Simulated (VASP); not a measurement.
A VASP 6.6.1 single-point calculation on GaAs

INCAR

```
PREC = Accurate
SIGMA = 0.02
GGA = PE
LREAL = .FALSE.
EDIFF = 1E-7
LWAVE = .FALSE.
ISMEAR = -1
NSW = 0
NELM = 120
IBRION = -1
ISYM = -1
ENCUT = 520
NBANDS = 16
LCHARG = .FALSE.
ISIF = 2
LASPH = .TRUE.
```

KPOINTS

```
KPOINTS created by Atomic Simulation Environment
0
Gamma
4 4 4
0 0 0
```

POSCAR

```
Ga As
 1.0000000000000000
     0.0000000000000000    2.8330850957000000    2.7905888192999999
     2.8330850957000000    0.0000000000000000    2.7905888192999999
     2.8330850957000000    2.8330850957000000    0.0000000000000000
 Ga  As
   1   1
Cartesian
  0.0000000000000000  0.0000000000000000  0.0000000000000000
  1.4165425478500000  1.4165425478500000  1.3952944096500000
```

The recommended PBE PAW datasets give the neutral cell 18 valence electrons.

Command

```
mpirun -np 1 vasp_std
```

**Question.** How does this run end, and what does it give?

**Answer.** It converged. Results: gap between bands v and c on the k mesh 0.51 eV; least direct gap on the k mesh 0.51 eV; pressure 4.4 GPa. Band v is the last that the valence electrons fill when counted band by band, and c is the next.

OSZICAR

```
N       E                     dE             d eps       ncg     rms          rms(c)
DAV:   1     0.828944092860E+02    0.82894E+02   -0.89460E+03  2120   0.155E+03
DAV:   2    -0.187353153582E+01   -0.84768E+02   -0.80436E+02  2432   0.311E+02
DAV:   3    -0.815510265296E+01   -0.62816E+01   -0.62631E+01  2464   0.653E+01
DAV:   4    -0.824812599549E+01   -0.93023E-01   -0.93008E-01  2528   0.883E+00
DAV:   5    -0.824945625223E+01   -0.13303E-02   -0.13302E-02  2600   0.961E-01    0.300E+00
DAV:   6    -0.808322372967E+01    0.16623E+00   -0.23801E-01  3104   0.837E+00    0.182E+00
DAV:   7    -0.805996311476E+01    0.23261E-01   -0.78244E-02  2928   0.195E+00    0.587E-01
DAV:   8    -0.806145061470E+01   -0.14875E-02   -0.12442E-02  2328   0.126E+00    0.124E-01
DAV:   9    -0.806200095996E+01   -0.55035E-03   -0.11778E-03  2384   0.413E-01    0.521E-02
DAV:  10    -0.806209589054E+01   -0.94931E-04   -0.96636E-05  2848   0.102E-01    0.293E-02
DAV:  11    -0.806216273485E+01   -0.66844E-04   -0.92701E-05  2184   0.742E-02    0.349E-03
DAV:  12    -0.806216289024E+01   -0.15539E-06   -0.16686E-06  2816   0.167E-02    0.187E-03
DAV:  13    -0.806216329173E+01   -0.40149E-06   -0.81881E-07  2336   0.714E-03    0.926E-04
DAV:  14    -0.806216327144E+01    0.20293E-07   -0.23135E-08  2192   0.170E-03
   1 F= -.80621633E+01 E0= -.80621632E+01  d E =-.453880E-07
```

These settings aren't sound, so the numbers aren't properties of the crystal.

On sound settings PBE gives a gap of 0.53 eV on its mesh and a pressure of 4.1 GPa for the intended cell.
